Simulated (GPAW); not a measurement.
Te2Mo: band structure with TASK

**The experiment to reproduce.**

“Broadband infrared study of pressure-tunable Fano resonance and metallization transition in 2H-MoTe2”, 2022, pmc:9569381 quotes, for a bulk crystal of Te2Mo at 300 K: band gap 0.88 ± 0.05 eV (indirect).

Te2Mo:

```
Te Mo
1.0
     3.51820    0.00000    0.00000
    -1.75910    3.04685    0.00000
     0.00000    0.00000   13.97360
Te Mo
4 2
Cartesian
  1.7591 1.0156 5.2960
  0.0000 2.0312 12.2828
  0.0000 2.0312 8.6776
  1.7591 1.0156 1.6908
  1.7591 1.0156 10.4802
  0.0000 2.0312 3.4934
```

```json
{"Program": "GPAW 26.7.0", "Task": "band structure", "Functional": "TASK", "Potentials or basis": "GPAW PAW data sets (gpaw-data 1.2.1)", "Cutoff": "600 eV", "Basis": "pw", "k mesh": "5 × 5 × 2", "Occupations": "fermi-dirac, width 0.05 eV", "Spin": "spin-orbit coupling, no magnetisation", "Maxiter": "150", "Band path": "GMKGALHA,LM,KH", "Band points": "80", "spin axis theta (degrees)": "0", "spin axis phi (degrees)": "0", "Soc after scf": "second variation without the xc potential"}
```

The pressure is 7.1 GPa and the largest force is 0.269 eV/Å. The band gap on the k mesh is 0.99 eV, indirect (least direct gap 1.50 eV). The band gap along the path is 0.99 eV, indirect (least direct gap 1.09 eV).

Forces in eV/Å, atoms in the order of the input:
```
Te   0.000  0.000 -0.269
Te   0.000  0.000 -0.269
Te   0.000  0.000  0.269
Te   0.000  0.000  0.269
Mo   0.000  0.000  0.000
Mo   0.000  0.000  0.000
```

Stress tensor (GPa, compression positive):
```
7.48 0.00 0.00
0.00 7.48 0.00
0.00 0.00 6.22
```

Levels at the corners of the path, in eV from the valence-band top:
| point | band 50 | band 51 | band 52 | band 53 | band 54 | band 55 |
| --- | --- | --- | --- | --- | --- | --- |
| Γ | -0.54 | 0.00 | 0.00 | 2.79 | 2.79 | 2.94 |
| M | -0.74 | -0.47 | -0.47 | 1.39 | 1.39 | 1.45 |
| K | -0.32 | -0.01 | -0.01 | 1.08 | 1.08 | 1.12 |
| Γ | -0.54 | 0.00 | 0.00 | 2.79 | 2.79 | 2.94 |
| A | -0.13 | -0.13 | -0.13 | 2.84 | 2.84 | 2.84 |
| L | -0.61 | -0.61 | -0.61 | 1.42 | 1.42 | 1.42 |
| H | -0.30 | -0.07 | -0.07 | 1.09 | 1.09 | 1.14 |
| A | -0.13 | -0.13 | -0.13 | 2.84 | 2.84 | 2.84 |
| L | -0.61 | -0.61 | -0.61 | 1.42 | 1.42 | 1.42 |
| M | -0.74 | -0.47 | -0.47 | 1.39 | 1.39 | 1.45 |
| K | -0.32 | -0.01 | -0.01 | 1.08 | 1.08 | 1.12 |
| H | -0.30 | -0.07 | -0.07 | 1.09 | 1.09 | 1.14 |

Run time: 4.1 min on 1 thread of AMD EPYC 9R45 96-Core Processor (Zen 5), with other jobs on the host, peak memory 1.1 GiB.

A measured gap of Te2Mo is 0.88 eV (indirect; 300 K; quoted in “Broadband infrared study of pressure-tunable Fano resonance and metallization transition in 2H-MoTe2”, 2022, pmc:9569381); the calculated 0.99 eV misses it by +0.11 eV. The value is that of TASK, without temperature or zero-point motion.

Caveat: the k mesh is coarse; spin-orbit coupling was added after a scalar SCF, so levels and gaps hold it while energy, forces, pressure and moments don't; this program's spin-orbit splittings come out too wide for heavy elements; the PAW data sets were made with another functional, which shifts forces and pressure a little.
